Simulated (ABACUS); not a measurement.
AlFe under changes of volume

One of the cells (12.321 Å³/atom); the others are scaled copies at fixed shape and fractional positions:

```xyz
2
Lattice="2.9100 0.0000 0.0000 0.0000 2.9100 0.0000 0.0000 0.0000 2.9100" Properties=species:S:1:pos:R:3 pbc="T T T"
Fe    1.4550    1.4550    1.4550
Al    0.0000    0.0000    0.0000
```

```yaml
Program: ABACUS 3.10.1
Functional: PBE
Potentials_or_basis: PseudoDojo NC SR 0.4.1 PBE standard
Cutoff: 1225 eV
Density_cutoff: 4898 eV
Basis: plane waves
k_mesh: 9 × 9 × 9
Occupations: fermi-dirac, width 0.05 eV
Spin: collinear spin, ferromagnetic start
Starting_moments: "[3.0, 0.0] μB"
```

```csv
volume (Å³/atom),energy over the lowest point (meV/atom),pressure (GPa),moment (μB per cell)
11.582,3.63,4.4,0.66
11.828,0.00,0.5,0.67
12.075,?,?,?
12.321,9.32,-6.2,0.71
12.568,21.11,-8.9,0.74
12.814,36.86,-11.3,0.79
13.060,55.81,-13.3,0.85
```

What does the run at 12.075 Å³/atom give?

Energy over the lowest point 2.10 meV/atom; pressure -3.0 GPa; moment 0.69 μB per cell.

Worked out: A Birch-Murnaghan fit of order 3 (a polynomial in V^(-2/3)) to the other rows has its minimum at 11.86 Å³/atom with B0 = V·E''(V) = 180 GPa and B' = 5.4. It gives 2.11 meV/atom at 12.075 Å³/atom, against the run's 2.10, and -dE/dV = -3.1 GPa, against -3.0. A parabola through the other rows of the moment, of slope 0.0829 μB per Å³/atom there, gives 0.68 μB, against the run's 0.69.

Energies are extrapolated to zero smearing.
